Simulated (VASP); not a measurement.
# Fe in VASP: reference runs

Aim: a first look at Fe with PBE, on the cell as given.

Everything below comes from runs of VASP 6.6.1. Logs are shortened: lines on timing, memory, paths and dates and some standing lists are left out, and cuts for length are marked.

### Step 1. The sheet as given

The cell holds a sheet with vacuum, 1 atom: a = 2.311 Å, b = 2.311 Å, c = 23.800 Å, α = 90.00°, β = 90.00°, γ = 90.00°.

The cell was built by a generator and needn't be a form met in nature.

### Step 2. Single point, PBE, collinear spin, ferromagnetic start

File INCAR:

```
SYSTEM = Fe
ALGO     = Normal         ! electronic algorithm
DIPOL    = 0.5 0.5 0.294
EDIFF    = 1E-7           ! SCF threshold, eV
ENCUT    = 520            ! plane-wave cutoff, eV
GGA      = PE             ! functional
IDIPOL   = 3            
ISIF     = 2              ! what is computed and relaxed
ISMEAR   = -1             ! smearing method
ISPIN    = 2              ! spin polarisation
LASPH    = .True.         ! aspherical terms in the spheres
LCHARG   = .False.        ! write CHGCAR
LDIPOL   = .True.       
LMAXMIX  = 4              ! l up to which the mixer works
LORBIT   = 11             ! projections on sites
LREAL    = .False.        ! projectors in reciprocal space
LWAVE    = .False.        ! write WAVECAR
MAGMOM   = 3              ! initial moments
NBANDS   = 14             ! bands
NELM     = 100            ! most SCF steps
PREC     = Accurate       ! precision mode
SIGMA    = 0.05           ! smearing width, eV
```

File KPOINTS:

```
k-points
0
Gamma
  11 11 1
  0 0 0
```

File POSCAR:

```
Fe
1.0
    2.3111900000      0.0000000000      0.0000000000
    0.0000000000      2.3111900000      0.0000000000
    0.0000000000      0.0000000000     23.8000000000
Fe
1
Direct
    0.0000000000      0.0000000000      0.2941200000
```

Potentials or basis: VASP PAW PBE potentials, release 64 (Fe).

Launch:

```console
> cat potpaw_PBE.64/Fe/POTCAR > POTCAR
> mpirun -np 1 vasp_std > vasp.out
```

OUTCAR:

```text
SYSTEM = Fe
   EDIFF = 1E-7
   ENCUT = 520
   GGA = PE
   ISIF = 2
   ISMEAR = -1
   ISPIN = 2
   LASPH = .True.
   LORBIT = 11
   LREAL = .False.
   NELM = 100
   PREC = Accurate

 ion  position               nearest neighbor table
   1  0.000  0.000  0.294-

  LATTYP: Found a simple tetragonal cell.
 ALAT       =     2.3111900000
 C/A-ratio  =    10.2977254142

  Lattice vectors:

 A1 = (   2.3111900000,   0.0000000000,   0.0000000000)
 A2 = (   0.0000000000,   2.3111900000,   0.0000000000)
 A3 = (   0.0000000000,   0.0000000000,  23.8000000000)

Analysis of symmetry for initial positions (statically):
=====================================================================
 Subroutine PRICEL returns:
 Original cell was already a primitive cell.

 Routine SETGRP: Setting up the symmetry group for a
 simple tetragonal supercell.

 Subroutine GETGRP returns: Found 16 space group operations
 (whereof  8 operations were pure point group operations)
 out of a pool of 16 trial point group operations.

The static configuration has the point symmetry C_4v.
 The point group associated with its full space group is D_4h.

Analysis of symmetry for dynamics (positions and initial velocities):
=====================================================================
 Subroutine PRICEL returns:
 Original cell was already a primitive cell.

 Routine SETGRP: Setting up the symmetry group for a
 simple tetragonal supercell.

 Subroutine GETGRP returns: Found 16 space group operations
 (whereof  8 operations were pure point group operations)
 out of a pool of 16 trial point group operations.

The dynamic configuration has the point symmetry C_4v.
 The point group associated with its full space group is D_4h.

Analysis of structural, dynamic, and magnetic symmetry:
=====================================================================
 Subroutine PRICEL returns:
 Original cell was already a primitive cell.

 Routine SETGRP: Setting up the symmetry group for a
 simple tetragonal supercell.

 Subroutine GETGRP returns: Found 16 space group operations
 (whereof  8 operations were pure point group operations)
 out of a pool of 16 trial point group operations.

The overall configuration has the point symmetry C_4v.
 The point group associated with its full space group is D_4h.

 Subroutine INISYM returns: Found 16 space group operations
 (whereof  8 operations are pure point group operations),
 and found     1 'primitive' translations

----------------------------------------------------------------------------------------

                                     Primitive cell

  volume of cell :     127.1301

  direct lattice vectors                    reciprocal lattice vectors
     2.311190000  0.000000000  0.000000000     0.432677538  0.000000000  0.000000000
     0.000000000  2.311190000  0.000000000     0.000000000  0.432677538  0.000000000
     0.000000000  0.000000000 23.800000000     0.000000000  0.000000000  0.042016807

  length of vectors
     2.311190000  2.311190000 23.800000000     0.432677538  0.432677538  0.042016807

  position of ions in fractional coordinates (direct lattice)
     0.000000000  0.000000000  0.294120000

  ion indices of the primitive-cell ions
   primitive index   ion index
                 1           1

----------------------------------------------------------------------------------------

 KPOINTS: k-points

Automatic generation of k-mesh.
 Grid dimensions read from file:
 generate k-points for:   11   11    1

 Generating k-lattice:

  Cartesian coordinates                     Fractional coordinates (reciprocal lattice)
     0.039334322  0.000000000  0.000000000     0.090909091  0.000000000  0.000000000
     0.000000000  0.039334322  0.000000000     0.000000000  0.090909091  0.000000000
     0.000000000  0.000000000  0.042016807     0.000000000  0.000000000  1.000000000

  Length of vectors
     0.039334322  0.039334322  0.042016807

  Shift w.r.t. Gamma in fractional coordinates (k-lattice)
     0.000000000  0.000000000  0.000000000

[... 35 lines left out ...]
   NGXF,Y,Z  is equivalent  to a cutoff of  25.90, 25.90, 25.15 a.u.
 SYSTEM =  Fe
   PREC   = accura    normal or accurate (medium, high low for compatibility)
   ISTART =      0    job   : 0-new  1-cont  2-samecut
   ICHARG =      2    charge: 1-file 2-atom 10-const
   ISPIN  =      2    spin polarized calculation?
   LNONCOLLINEAR =      F non collinear calculations
   LSORBIT =      F    spin-orbit coupling
   LASPH  =      T    aspherical Exc in radial PAW
   ENCUT  =  520.0 eV  38.22 Ry    6.18 a.u.   4.30  4.30 44.25*2*pi/ulx,y,z
   NELM   =    100;   NELMIN=  2; NELMDL= -5     # of ELM steps
   EDIFF  = 0.1E-06   stopping-criterion for ELM
   LREAL  =      F    real-space projection
   EDIFFG = 0.1E-05   stopping-criterion for IOM
   NSW    =      0    number of steps for IOM
   IBRION =     -1    ionic relax: 0-MD 1-quasi-New 2-CG
   NFREE  =      0    steps in history (QN), initial steepest desc. (CG)
   ISIF   =      2    stress and relaxation
   ISYM   =      2    0-nonsym 1-usesym 2-fastsym
   POTIM  = 0.5000    time-step for ionic-motion
   TEBEG  =    0.0;   TEEND  =   0.0 temperature during run
   PSTRESS=    0.0 pullay stress
   NELECT =       8.0000    total number of electrons
   NUPDOWN=      -1.0000    fix difference up-down
   EMIN   =  10.00;   EMAX   =-10.00  energy-range for DOS
   EFERMI =   0.00;   METHOD = LEGACY
   ISMEAR =    -1;   SIGMA  =   0.05  broadening in eV -4-tet -1-fermi 0-gaus
   EFERMI_NEDOS =   21; number of points for ismear=-14 and -15
   IALGO  =     38    algorithm
   IMIX   =      4    mixing-type and parameters
     AMIX     =   0.40;   BMIX     =  1.00
     AMIX_MAG =   1.60;   BMIX_MAG =  1.00
  volume/ion in A,a.u.               =     127.13       857.92
  Fermi-wavevector in a.u.,A,eV,Ry     =   0.651162  1.230517  5.769025  0.424011
  Thomas-Fermi vector in A             =   1.720673
   LORBIT       =     11    0 simple, 1 ext, 2 COOP (PROOUT), +10 PAW based schemes
   GGA     = PE    functional components
   LHFCALC =     F    Hartree Fock is set to
   AEXX    =    0.0000 exact exchange contribution
   IVDW    =     0    specifies the selected vdW correction
   LEPSILON=     F    determine dielectric tensor
   LRPA    =     F    only Hartree local field effects (RPA)
 spin polarized calculation
  energy-cutoff  :      520.00
  volume of cell :      127.13
 maximum number of plane-waves:      3461
 NGX is ok and might be reduce to    18
   NGX =  9   NGY =  9   NGZ = 89

 dipolmoment           0.000000      0.000000      0.000021 electrons x Angstroem

 number of electron       7.9999996 magnetization       2.7328891

 dipolmoment           0.000000      0.000000     -0.000001 electrons x Angstroem

 Free energy of the ion-electron system (eV)
  ---------------------------------------------------
  ext. energy  EPLUGINS =         0.00000000
  ---------------------------------------------------
  free energy    TOTEN  =        -6.41689216 eV

  energy without entropy =       -6.40617000  energy(sigma->0) =       -6.41153108

 E-fermi :  -3.6421     XC(G=0):  -1.9800

 val. band max:       -3.7284573957   @ k =   0.3636   0.0909   0.0000
 cond. band min:      -3.6155669075   @ k =   0.4545   0.3636   0.0000
 fundamental gap:      0.1128904882
 Fermi energy:        -3.6421327031

 spin component 1

 k-point     1 :       0.0000    0.0000    0.0000
  band No.  band energies     occupation
      1      -9.4519      1.00000
      2      -7.4803      1.00000
      3      -6.5537      1.00000
      4      -4.5210      1.00000
      5      -4.5210      1.00000
      6      -3.8745      0.99051
      7      -3.5634      0.17152
      8       0.5978      0.00000
      9       1.0748      0.00000
     10       1.2244      0.00000
     11       2.0332      0.00000
     12       2.3149      0.00000
     13       3.6882      0.00000
     14       4.0660      0.00000
[... 325 lines left out ...]
  band No.  band energies     occupation
      1      -8.1459      1.00000
      2      -6.2720      1.00000
      3      -6.2356      1.00000
      4      -5.0676      1.00000
      5      -2.7234      0.00000
      6       3.5599      0.00000
      7       4.8004      0.00000
      8       8.7415      0.00000
      9       9.6329      0.00000
     10      10.6041      0.00000
     11      10.6700      0.00000
     12      12.2228      0.00000
     13      12.3486      0.00000
     14      12.8300      0.00000
 Fermi energy:        -3.6421327031

 spin component 2

 k-point     1 :       0.0000    0.0000    0.0000
  band No.  band energies     occupation
      1      -8.8390      1.00000
      2      -5.7303      1.00000
      3      -3.9949      0.99914
      4      -3.2060      0.00016
      5      -1.8248      0.00000
      6      -1.8248      0.00000
      7      -0.7339      0.00000
      8       0.6774      0.00000
      9       1.0305      0.00000
     10       1.2405      0.00000
     11       2.0379      0.00000
     12       2.3880      0.00000
     13       3.6957      0.00000
     14       4.1540      0.00000
[... 326 lines left out ...]
      1      -6.1389      1.00000
      2      -3.9374      0.99728
      3      -3.8822      0.99185
      4      -1.7161      0.00000
      5      -0.5174      0.00000
      6       4.1834      0.00000
      7       5.3673      0.00000
      8       9.3227      0.00000
      9      10.3936      0.00000
     10      11.0252      0.00000
     11      11.4991      0.00000
     12      12.5791      0.00000
     13      12.6238      0.00000
     14      12.7268      0.00000

------------------------ aborting loop because EDIFF is reached ----------------------------------------

 vacuum level on the upper side and lower side of the slab       (xc-potential included)        -0.093        -0.079

  FORCE on cell =-STRESS in cart. coord.  units (eV):
  Direction    XX          YY          ZZ          XY          YZ          ZX
  --------------------------------------------------------------------------------------
  -------------------------------------------------------------------------------------
  Total       -0.0381175     -0.0381175     -0.0006162      0.0000000     -0.0000000      0.0000000
  in kB       -0.4803817     -0.4803817     -0.0077658      0.0000000     -0.0000000      0.0000000
  external PRESSURE =      -0.3228431 kB  Pullay stress =       0.0000000 kB

 VOLUME and BASIS-vectors are now :
 -----------------------------------------------------------------------------
  energy-cutoff  :      520.00
  volume of cell :      127.13
      direct lattice vectors                 reciprocal lattice vectors
     2.311190000  0.000000000  0.000000000     0.432677538  0.000000000  0.000000000
     0.000000000  2.311190000  0.000000000     0.000000000  0.432677538  0.000000000
     0.000000000  0.000000000 23.800000000     0.000000000  0.000000000  0.042016807

 POSITION                                       TOTAL-FORCE (eV/Angst)
 -----------------------------------------------------------------------------------
      0.00000      0.00000      7.00006         0.000000     -0.000000      0.000000
 -----------------------------------------------------------------------------------
    total drift:                                0.000000      0.000000     -0.000034

  FREE ENERGIE OF THE ION-ELECTRON SYSTEM (eV)
  ---------------------------------------------------
  free  energy   TOTEN  =        -6.4168921632 eV

  energy  without entropy=       -6.4061699982  energy(sigma->0) =       -6.41153108

 vacuum level on the upper side and lower side of the slab         1.016         1.014

 total charge

# of ion       s       p       d       tot
------------------------------------------
    1        0.502   0.309   6.243   7.054

 magnetization (x)

# of ion       s       p       d       tot
------------------------------------------
    1        0.027  -0.005   2.648   2.671
```

Wall time 75 s (1 thread of Intel Xeon Platinum 8559C (Emerald Rapids), shared host); peak memory 0.29 GiB.

What came out:

| Item | Value |
| --- | --- |
| Free energy | -6.4169 eV |
| Band gap on the k mesh | none (metal or under the smearing width) |
| Net moment | 2.73 μB per cell |
| Site moments | Fe +2.67 μB |
| Valence electrons inside the program's atomic spheres | Fe 7.05 |
